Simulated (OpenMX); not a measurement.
The system is Sn.

```
Sn
1.0
    -2.94014    2.94014    1.59930
     2.94014   -2.94014    1.59930
     2.94014    2.94014   -1.59930
Sn
2
Direct
  0.00000 0.00000 0.00000
  0.75000 0.25000 0.50000
```

- Program: OpenMX 3.8.5
- Task: single point
- Functional: PBE
- Potentials or basis: OpenMX 2013 PBE set, Sn7.0-s3p2d2, grid cutoff 260 Ry
- k mesh: 9 × 9 × 9
- Occupations: fermi-dirac, width 0.05 eV
- Spin: no spin polarisation

On this cell: pressure -7.0 GPa; largest force 0.009 eV/Å; band gap on the k mesh none (metal or under the smearing width).

The same run follows on a disturbed copy (atoms moved at random, drawn with an rms of 0.05 Å):

```xyz
2
Lattice="-2.9401 2.9401 1.5993 2.9401 -2.9401 1.5993 2.9401 2.9401 -1.5993" Properties=species:S:1:pos:R:3 pbc="T T T"
Sn   -0.0709   -0.0015    0.0234
Sn   -0.0164    2.9513    0.7910
```

Task: What does the disturbed cell give?

Result: The energy (extrapolated to zero smearing) moves by +1.3 meV/atom; pressure -6.9 GPa; largest force 0.159 eV/Å; band gap on the k mesh none (metal or under the smearing width).

Forces in eV/Å, atoms in the order of the input:
```
Sn   0.129 -0.006  0.072
Sn  -0.141 -0.004 -0.074
```

The forces don't sum to zero, so they hold noise of the program's grid.

Caveats: the real-space grid is coarse for these elements, which adds noise of up to some 20 meV/atom to energies and shifts forces, pressures and volumes; the basis of atomic orbitals isn't converged, which shifts pressures, moduli and gaps.
